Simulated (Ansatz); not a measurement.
Input of an Ansatz 0.2.0 run:

Contents of input.yaml:

```yaml
crystal:
  lattice:
    - [2.079952695, -5.991296865, 0.0]
    - [2.079952695, 5.991296865, 0.0]
    - [0.0, 0.0, 4.27932094]
  atoms:
    - { symbol: Pb, position: [0.13056335, 0.86943665, 0.25] }
    - { symbol: Pb, position: [0.86943665, 0.13056335, 0.75] }
    - { symbol: S, position: [0.35479709, 0.64520291, 0.25] }
    - { symbol: S, position: [0.64520291, 0.35479709, 0.75] }
hamiltonian:
  xc: pbe
  pseudopotentials: { kind: paw, level: accurate }
kpoints:
  mp_grid: { grid: [7, 7, 6] }
  band_path:
    path:
      - [[0.0, 0.0, 0.0], [0.2801304242, 0.2801304242, 0.0], [0.0, 0.5, 0.0], [0.0, 0.5, 0.5], [0.2801304242, 0.2801304242, 0.5], [0.0, 0.0, 0.5], [0.0, 0.0, 0.0], [-0.5, 0.5, 0.0], [-0.2801304242, 0.7198695758, 0.0], [-0.2801304242, 0.7198695758, 0.5], [-0.5, 0.5, 0.5], [-0.5, 0.5, 0.0]]
      - [[0.0, 0.0, 0.5], [-0.5, 0.5, 0.5]]
    npoints: 14
scf:
  occupations: { method: fermi_dirac, width: 0.05 }
  n_extra_bands: 10
output:
  forces: true
  stress: true
  eigenvalues: true
  fatbands: false
  write_density: true
  write_potential: true
  elf: true
  volumetric_format: npy
```

Potentials or basis: Ansatz PAW earlier set.

Command:

```console
$ ansatz run input.yaml --threads 2 --pin off --max-ram 5120MiB --backend cpu --events-out ev --progress --plain --runs-dir out
```

(1) Predict the largest force.

(2) What does it give for the band gap along the path?

(3) Estimate the pressure.

(4) Predict the band gap on the k mesh.

## Answers

(1) 0.106 eV/Å.

(2) 1.14 eV, indirect (least direct gap 1.21 eV).

(3) 1.1 GPa.

(4) 1.26 eV, indirect (least direct gap 1.43 eV).

Caveat: the k mesh misses the band edges, so the gap on the mesh is wider than the one along the path; spin-orbit coupling is left out, which as a rule narrows the gap of such compounds by several tenths of an eV.
